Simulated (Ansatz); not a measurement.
Calculated coordination and Ge-73 quadrupole coupling for Ge₃N₄

Cell: an entry of the Crystallography Open Database (COD), whose atoms a relaxation with PBE at fixed cell left in place.

```cif
data_Ge3N4
_symmetry_space_group_name_H-M 'Fd-3m:1'
_symmetry_Int_Tables_number 227
_cell_length_a 8.3091
_cell_length_b 8.3091
_cell_length_c 8.3091
_cell_angle_alpha 90.000
_cell_angle_beta 90.000
_cell_angle_gamma 90.000
loop_
_atom_site_label
_atom_site_type_symbol
_atom_site_symmetry_multiplicity
_atom_site_Wyckoff_symbol
_atom_site_fract_x
_atom_site_fract_y
_atom_site_fract_z
Ge1 Ge 16 d 0.1250 0.1250 0.6250
Ge5 Ge 8 a 0.5000 0.5000 0.0000
N N 32 e 0.8832 0.8832 0.3832
```

One atom of each set is listed; the run and its k-mesh use a cell of 14 atoms with edges of 5.88, 5.88, 5.88 Å.

Method: Kohn–Sham DFT in Ansatz, PBE, plane waves and PAW, scalar-relativistic, 420 eV cutoff, Γ-centred 6×6×6 k-points, Fermi–Dirac smearing 0.02 eV.

Q(Ge-73) = -196.0 mb.

Q: Rank these Ge sites by |C_Q|, smallest first.
A. Ge5: 4 N at 1.92 Å
B. Ge1: 6 N at 2.01 Å

A: A (0 MHz, η = –), B (1.11 MHz, η = 0.00).

An axis of threefold or higher order runs through Ge1, so V_zz lies along it and η is zero. Ge5 sits on a cubic site, where every gradient vanishes.
